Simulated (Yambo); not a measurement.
GaP, 2 atoms in the cell. The structure is cubic, space group F-43m (No. 216). Conventional cell: a = 5.451 Å, b = 5.451 Å, c = 5.451 Å, α = 90.00°, β = 90.00°, γ = 90.00°. Ga (site symmetry -43m) has 4 P at 2.36 Å as nearest neighbours. P (site symmetry -43m) has 4 Ga at 2.36 Å as nearest neighbours. 

* Program: Yambo 5.3.0
* Task: optical spectrum by the Bethe-Salpeter equation
* Functional: PBEsol
* Potentials or basis: PseudoDojo 0.4.1 SR PBEsol standard
* Cutoff: 762 eV
* Density cutoff: 3048 eV
* k mesh: 5 × 5 × 5
* Occupations: fixed
* Spin: no spin polarisation
* Random integration of the Coulomb term: yes
* Direction of the field or of q to 0: x + y + z
* Broadening: 0.1 eV
* Kernel: screened exchange
* Terms kept: resonant and antiresonant, uncoupled
* Solver: diagonalisation
* Correction of the levels: scissor
* Top of the energy range: 15 eV
* Energy points: 300
* Scissor shift: 0.55 eV
* Bands of the transition space (first, last): [8, 11]
* Bands in the response: 34
* Cutoff of the response matrix: 3 Ry
* Cutoff of exchange and Vxc: 30 Ry

Potentials or basis: PseudoDojo 0.4.1 SR PBEsol standard.

Run with:

```sh
$ OMP_NUM_THREADS=1 pw.x -in scf.in > scf.out
$ OMP_NUM_THREADS=1 pw.x -in nscf.in > nscf.out
$ cd tmp/pwscf.save; p2y; mv SAVE ../..; cd ../..
$ OMP_NUM_THREADS=1 yambo
$ mkdir -p bse12; ln -s $PWD/g0w00/ndb.RIM bse12/
$ OMP_NUM_THREADS=1 yambo -F bse12.in -J bse12 -C bse12_out
$ OMP_NUM_THREADS=1 ypp -J bse12 -C bse12_out -e s -b 1
```

Hardware: 1 thread of Arm Neoverse V1, with other jobs on the host.

Estimate the wall time of this run.

Run time: 51 s on 1 thread of Arm Neoverse V1, on a shared host.
